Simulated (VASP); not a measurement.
# SiMo3 in VASP: further runs, part 2 of 2

VASP 6.6.1.

## Step 4: Relaxation of cell and atoms, PBE

This run uses another cell than the first one, of 19.58 Å³/atom, 1.302 times its volume.

Contents of INCAR:

```
SYSTEM = SiMo3
PREC = Normal
ENCUT = 520
EDIFF = 1E-4
ISMEAR = 0
SIGMA = 0.15
LREAL = .False.
LASPH = .True.
NELM = 60
ALGO = Fast
ISIF = 3
LWAVE = .False.
LCHARG = .False.
GGA = PE
IBRION = 2
NSW = 24
EDIFFG = -0.08
KPAR = 2
```

Contents of KPOINTS:

```
Automatic mesh
0
Gamma
  5 5 5
  0 0 0
```

Contents of POSCAR:

```
SiMo3
1.0
   -2.6951711400      2.6951711400      2.6951711400
    2.6951711400     -2.6951711400      2.6951711400
    2.6951711400      2.6951711400     -2.6951711400
Si Mo
1 3
Direct
    0.0000000000      0.0000000000      0.0000000000
    0.0000000000      0.5000000000      0.5000000000
    0.5000000000      0.0000000000      0.5000000000
    0.5000000000      0.5000000000      0.0000000000
```

Potentials or basis: VASP PAW PBE potentials, release 64 (Si, Mo_sv).

Command:

```console
> cat potpaw_PBE.64/Si/POTCAR potpaw_PBE.64/Mo_sv/POTCAR > POTCAR
> mpirun -np 2 vasp_std > vasp.out
```

OUTCAR:

```text
SYSTEM = SiMo3
   PREC = Normal
   ENCUT = 520
   EDIFF = 1E-4
   ISMEAR = 0
   LREAL = .False.
   LASPH = .True.
   NELM = 60
   ISIF = 3
   GGA = PE
   IBRION = 2
   NSW = 24
   EDIFFG = -0.08

 ion  position               nearest neighbor table
   1  0.000  0.000  0.000-   2 2.70   3 2.70   4 2.70   2 2.70   3 2.70   4 2.70
   2  0.000  0.500  0.500-   1 2.70   3 2.70   4 2.70   1 2.70   4 2.70   3 2.70
   3  0.500  0.000  0.500-   1 2.70   2 2.70   4 2.70   4 2.70   1 2.70   2 2.70
   4  0.500  0.500  0.000-   1 2.70   2 2.70   3 2.70   3 2.70   2 2.70   1 2.70

  LATTYP: Found a body centered cubic cell.
 ALAT       =     5.3903422800

  Lattice vectors:

 A1 = (  -2.6951711400,   2.6951711400,   2.6951711400)
 A2 = (   2.6951711400,  -2.6951711400,   2.6951711400)
 A3 = (   2.6951711400,   2.6951711400,  -2.6951711400)

Analysis of symmetry for initial positions (statically):
=====================================================================
 Subroutine PRICEL returns:
 Original cell was already a primitive cell.

 Routine SETGRP: Setting up the symmetry group for a
 body centered cubic supercell.

 Subroutine GETGRP returns: Found 48 space group operations
 (whereof 48 operations were pure point group operations)
 out of a pool of 48 trial point group operations.

The static configuration has the point symmetry O_h .

Analysis of symmetry for dynamics (positions and initial velocities):
=====================================================================
 Subroutine PRICEL returns:
 Original cell was already a primitive cell.

 Routine SETGRP: Setting up the symmetry group for a
 body centered cubic supercell.

 Subroutine GETGRP returns: Found 48 space group operations
 (whereof 48 operations were pure point group operations)
 out of a pool of 48 trial point group operations.

The dynamic configuration has the point symmetry O_h .

 Subroutine INISYM returns: Found 48 space group operations
 (whereof 48 operations are pure point group operations),
 and found     1 'primitive' translations

----------------------------------------------------------------------------------------

                                     Primitive cell

  volume of cell :      78.3103

  direct lattice vectors                    reciprocal lattice vectors
    -2.695171140  2.695171140  2.695171140     0.000000000  0.185516976  0.185516976
     2.695171140 -2.695171140  2.695171140     0.185516976  0.000000000  0.185516976
     2.695171140  2.695171140 -2.695171140     0.185516976  0.185516976  0.000000000

  length of vectors
     4.668173350  4.668173350  4.668173350     0.262360624  0.262360624  0.262360624

  position of ions in fractional coordinates (direct lattice)
     0.000000000  0.000000000  0.000000000
     0.000000000  0.500000000  0.500000000
     0.500000000  0.000000000  0.500000000
     0.500000000  0.500000000  0.000000000

  ion indices of the primitive-cell ions
   primitive index   ion index
                 1           1
                 2           2
                 3           3
                 4           4

----------------------------------------------------------------------------------------

 KPOINTS: Automatic mesh

Automatic generation of k-mesh.
 Grid dimensions read from file:
 generate k-points for:    5    5    5

 Generating k-lattice:

  Cartesian coordinates                     Fractional coordinates (reciprocal lattice)
     0.000000000  0.037103395  0.037103395     0.200000000  0.000000000  0.000000000
     0.037103395  0.000000000  0.037103395     0.000000000  0.200000000  0.000000000
     0.037103395  0.037103395  0.000000000     0.000000000  0.000000000  0.200000000

  Length of vectors
     0.052472125  0.052472125  0.052472125

  Shift w.r.t. Gamma in fractional coordinates (k-lattice)
     0.000000000  0.000000000  0.000000000

 Subroutine IBZKPT returns following result:
 ===========================================

 Found     10 irreducible k-points:

 Following reciprocal coordinates:
            Coordinates               Weight
  0.000000  0.000000  0.000000      1.000000
  0.200000  0.000000  0.000000     12.000000
  0.400000  0.000000  0.000000     12.000000
  0.200000  0.200000  0.000000     24.000000
  0.400000  0.200000  0.000000     24.000000
  0.200000  0.200000  0.200000      8.000000
 -0.200000  0.200000  0.200000      6.000000
 -0.400000  0.400000  0.200000     24.000000
 -0.400000 -0.400000  0.200000      8.000000
 -0.400000  0.400000  0.400000      6.000000
   k-points           NKPTS =     10   k-points in BZ     NKDIM =     10   number of bands    NBANDS=     27
   number of dos      NEDOS =    301   number of ions     NIONS =      4
   total plane-waves  NPLWV =  21952
   dimension x,y,z NGX =    28 NGY =   28 NGZ =   28
   dimension x,y,z NGXF=    56 NGYF=   56 NGZF=   56
   ions per type =               1   3
   NGX,Y,Z   is equivalent  to a cutoff of   9.97,  9.97,  9.97 a.u.
   NGXF,Y,Z  is equivalent  to a cutoff of  19.94, 19.94, 19.94 a.u.
 SYSTEM =  SiMo3
   PREC   = normal    normal or accurate (medium, high low for compatibility)
   ISTART =      0    job   : 0-new  1-cont  2-samecut
   ICHARG =      2    charge: 1-file 2-atom 10-const
   ISPIN  =      1    spin polarized calculation?
   LNONCOLLINEAR =      F non collinear calculations
   LSORBIT =      F    spin-orbit coupling
   LASPH  =      T    aspherical Exc in radial PAW
   ENCUT  =  520.0 eV  38.22 Ry    6.18 a.u.   8.68  8.68  8.68*2*pi/ulx,y,z
   NELM   =     60;   NELMIN=  2; NELMDL= -5     # of ELM steps
   EDIFF  = 0.1E-03   stopping-criterion for ELM
   LREAL  =      F    real-space projection
   EDIFFG = -.8E-01   stopping-criterion for IOM
   NSW    =     24    number of steps for IOM
   IBRION =      2    ionic relax: 0-MD 1-quasi-New 2-CG
   NFREE  =      1    steps in history (QN), initial steepest desc. (CG)
   ISIF   =      3    stress and relaxation
   ISYM   =      2    0-nonsym 1-usesym 2-fastsym
   POTIM  = 0.5000    time-step for ionic-motion
   TEBEG  =    0.0;   TEEND  =   0.0 temperature during run
   PSTRESS=    0.0 pullay stress
   NELECT =      46.0000    total number of electrons
   NUPDOWN=      -1.0000    fix difference up-down
   EMIN   =  10.00;   EMAX   =-10.00  energy-range for DOS
   EFERMI =   0.00;   METHOD = LEGACY
   ISMEAR =     0;   SIGMA  =   0.15  broadening in eV -4-tet -1-fermi 0-gaus
   EFERMI_NEDOS =   21; number of points for ismear=-14 and -15
   IALGO  =     68    algorithm
   IMIX   =      4    mixing-type and parameters
     AMIX     =   0.40;   BMIX     =  1.00
     AMIX_MAG =   1.60;   BMIX_MAG =  1.00
  volume/ion in A,a.u.               =      19.58       132.12
  Fermi-wavevector in a.u.,A,eV,Ry     =   1.371054  2.590916 25.576068  1.879788
  Thomas-Fermi vector in A             =   2.496785
   LORBIT       =      0    0 simple, 1 ext, 2 COOP (PROOUT), +10 PAW based schemes
   GGA     = PE    functional components
   LHFCALC =     F    Hartree Fock is set to
   AEXX    =    0.0000 exact exchange contribution
   IVDW    =     0    specifies the selected vdW correction
   LEPSILON=     F    determine dielectric tensor
   LRPA    =     F    only Hartree local field effects (RPA)
 conjugate gradient relaxation of ions
 non-spin polarized calculation
 RMM-DIIS sequential band-by-band and
 Gauss-broadening in eV      SIGMA  =   0.15
  energy-cutoff  :      520.00
  volume of cell :       78.31
 maximum number of plane-waves:      2123
   NGX = 17   NGY = 17   NGZ = 17

--------------------------------------- Ionic step        1  -------------------------------------------

 number of electron      45.9999979 magnetization

 Free energy of the ion-electron system (eV)
  ---------------------------------------------------
  ext. energy  EPLUGINS =         0.00000000
  ---------------------------------------------------
  free energy    TOTEN  =       -33.55980757 eV

  energy without entropy =      -33.50052520  energy(sigma->0) =      -33.53016638

 E-fermi :   8.4271     XC(G=0): -11.4952

 val. band max:        8.4043996708   @ k =   0.0000   0.0000   0.0000
 cond. band min:       8.4527524525   @ k =   0.4000   0.0000   0.0000
 fundamental gap:      0.0483527817
 Fermi energy:         8.4270780756

 k-point     1 :       0.0000    0.0000    0.0000
  band No.  band energies     occupation
      1     -52.6207      2.00000
      2     -52.4270      2.00000
      3     -52.4270      2.00000
      4     -27.0711      2.00000
      5     -27.0711      2.00000
      6     -27.0711      2.00000
[... 400 lines left out ...]
  energy  without entropy=      -34.1520398665  energy(sigma->0) =      -34.17085394

--------------------------------------- Ionic step        4  -------------------------------------------

 number of electron      45.9999977 magnetization

 Free energy of the ion-electron system (eV)
  ---------------------------------------------------
  ext. energy  EPLUGINS =         0.00000000
  ---------------------------------------------------
  free energy    TOTEN  =       -34.19138009 eV

  energy without entropy =      -34.15448521  energy(sigma->0) =      -34.17293265

 E-fermi :  10.2144     XC(G=0): -12.1820

 val. band max:       10.2043981556   @ k =   0.0000   0.0000   0.0000
 cond. band min:      10.3266262827   @ k =   0.4000   0.0000   0.0000
 fundamental gap:      0.1222281270
 Fermi energy:        10.2144065763

 k-point     1 :       0.0000    0.0000    0.0000
  band No.  band energies     occupation
      1     -50.8203      2.00000
      2     -50.4951      2.00000
      3     -50.4951      2.00000
      4     -25.4955      2.00000
      5     -25.4955      2.00000
      6     -25.4955      2.00000
[... 320 lines left out ...]
  FREE ENERGIE OF THE ION-ELECTRON SYSTEM (eV)
  ---------------------------------------------------
  free  energy   TOTEN  =       -34.1913800925 eV

  energy  without entropy=      -34.1544852132  energy(sigma->0) =      -34.17293265

 reached required accuracy - stopping structural energy minimisation
```

OSZICAR:

```text
N       E                     dE             d eps       ncg     rms          rms(c)
DAV:   1     0.507668120221E+03    0.50767E+03   -0.28075E+04   556   0.166E+03
DAV:   2    -0.144063136203E+02   -0.52207E+03   -0.51410E+03   581   0.499E+02
DAV:   3    -0.349662869572E+02   -0.20560E+02   -0.19584E+02   757   0.828E+01
[... 40 lines left out ...]
DAV:   1    -0.342112780418E+02   -0.21573E-01   -0.49388E-01   625   0.659E+00    0.137E+00
RMM:   2    -0.341915680890E+02    0.19710E-01   -0.75521E-02   542   0.191E+00    0.207E-01
RMM:   3    -0.341912850919E+02    0.28300E-03   -0.10699E-02   605   0.540E-01    0.170E-01
RMM:   4    -0.341913046942E+02   -0.19602E-04   -0.15078E-03   484   0.209E-01    0.746E-02
RMM:   5    -0.341913800925E+02   -0.75398E-04   -0.58626E-04   415   0.133E-01
   4 F= -.34191380E+02 E0= -.34172933E+02  d E =-.631573E+00
```

Wall time 16 s (2 MPI ranks of Intel Xeon 6975P-C (Granite Rapids), shared host); peak memory 0.15 GiB.

What came out:

- Free energy: -34.1914 eV
- Relaxed volume: 17.07 Å³/atom
- Relaxed cell: a = 4.460 Å, b = 4.460 Å, c = 4.460 Å, α = 109.47°, β = 109.47°, γ = 109.47°
- Space group after relaxing (to 0.05 Å): Im-3m (No. 229)
- Energy gained by relaxing: 157.9 meV/atom
- Ionic steps: 4
- Pressure after relaxing: 0.1 GPa
- Band gap on the k mesh: none (metal or under the smearing width)

The path:
```csv
step,energy change (eV),largest force (eV/Å),pressure (GPa),volume (Å³)
1,0.0000,0.0000,-17.72,78.31
2,0.9496,0.0000,50.43,56.24
3,-0.6299,0.0000,-1.22,68.66
4,-0.6316,0.0000,0.13,68.28
```

Final structure:
```
Si Mo
1.0
    -2.57481    2.57481    2.57481
     2.57481   -2.57481    2.57481
     2.57481    2.57481   -2.57481
Si Mo
1 3
Direct
  0.00000 0.00000 0.00000
  0.00000 0.50000 0.50000
  0.50000 0.00000 0.50000
  0.50000 0.50000 0.00000
```

Caveat: the relaxation stopped at a loose force limit of 0.08 eV/Å, so its end isn't a converged minimum.
